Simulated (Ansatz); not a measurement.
## Cubic perovskite CsPbI3 (cubic high-temperature phase)

The numbers are results of Hartree–Fock (Ansatz, an electronic-structure program, plane waves, PAW), not measurements.

Run with plane-wave cutoff 460 eV, 4×4×4 k mesh, Fermi–Dirac smearing 0.01 eV, scalar-relativistic PAW data made under PBE.

Cell: measured lattice: a = 6.289 Å, b = 6.289 Å, c = 6.289 Å, α = 90.00°, β = 90.00°, γ = 90.00°.

| Quantity | Value |
|---|---|
| band gap | 6.34 eV (on the SCF k mesh) |
| Γ–Γ gap | 10.99 eV |

Note: held by symmetry at 0 K, a high-temperature phase can be a saddle point; cell and atoms aren't relaxed at this level (pressure 3.1 GPa).

Spin–orbit coupling is not included; with these elements it can move the gap by several tenths of an eV or more.

Computed values are for the static lattice.
